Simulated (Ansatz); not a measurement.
# TiO2: the cost of one run

Computed with Ansatz 0.2.0 (DFT PBEsol, scalar-relativistic, plane waves, PAW, unless a step's input says otherwise).

3 further runs of the same task are left out: 1 that didn't finish, 2 set aside as unsound or not needed.

## (1) The starting structure

It takes space group I4_1/amd (No. 141, tetragonal). The conventional cell has a = 3.771 Å, b = 3.771 Å, c = 9.546 Å, α = 90.00°, β = 90.00°, γ = 90.00°. Ti (site symmetry -4m2) is surrounded by 6 O at 1.93 to 1.98 Å. Around O (site symmetry 2mm) lie 3 Ti at 1.93 to 1.98 Å.

Structure file:

```
CELL_PARAMETERS angstrom
-3.77067 0.00000 0.00000
0.00000 -3.77067 0.00000
0.00000 0.00000 9.54634
ATOMIC_POSITIONS crystal
Ti 0.00000 0.00000 0.00000
Ti 0.50000 0.50000 0.50000
Ti 0.50000 0.00000 0.75000
Ti 0.00000 0.50000 0.25000
O 0.50000 0.50000 0.70762
O 0.00000 0.00000 0.20762
O 0.50000 0.00000 0.95762
O 0.00000 0.50000 0.45762
O 0.50000 0.00000 0.54238
O 0.00000 0.50000 0.04238
O 0.50000 0.50000 0.29238
O 0.00000 0.00000 0.79238
```

It is built from the cell relaxed beforehand with the same method (11.31 Å³/atom).

## (2) The undisturbed cell

The input, input.yaml:

```yaml
crystal:
  lattice:
    - [-3.7706690482, 0.0, 0.0]
    - [0.0, -3.7706690482, 0.0]
    - [0.0, 0.0, 9.5463353315]
  atoms:
    - { symbol: Ti, position: [0.0, 0.0, 0.0] }
    - { symbol: Ti, position: [0.5, 0.5, 0.5] }
    - { symbol: Ti, position: [0.5, 0.0, 0.75] }
    - { symbol: Ti, position: [0.0, 0.5, 0.25] }
    - { symbol: O, position: [0.5, 0.5, 0.7076196678] }
    - { symbol: O, position: [1.0, 1.0, 0.2076196678] }
    - { symbol: O, position: [0.5, 0.0, 0.9576196678] }
    - { symbol: O, position: [0.0, 0.5, 0.4576196678] }
    - { symbol: O, position: [0.5, 0.0, 0.5423803322] }
    - { symbol: O, position: [0.0, 0.5, 0.0423803322] }
    - { symbol: O, position: [0.5, 0.5, 0.2923803322] }
    - { symbol: O, position: [1.0, 1.0, 0.7923803322] }
basis:
  ecutwfc: 420
kpoints:
  mp_grid: { grid: [7, 7, 3] }
hamiltonian:
  xc: pbesol
scf:
  occupations: { method: gaussian, width: 0.05 }
output:
  forces: true
  stress: true
  eigenvalues: true
  write_density: true
  write_potential: true
  elf: true
  volumetric_format: npy
```

Run with:

```bash
$ ansatz run input.yaml --threads 2 --pin off --max-ram 5120MiB --backend cpu --events-out ev --progress --plain --runs-dir out
```

What time and memory should one allow on 2 threads of Intel Xeon Platinum 8259CL at 2.50GHz (Skylake/Cascade Lake), shared host?

About 6.5 s, with a peak of 0.55 GiB.
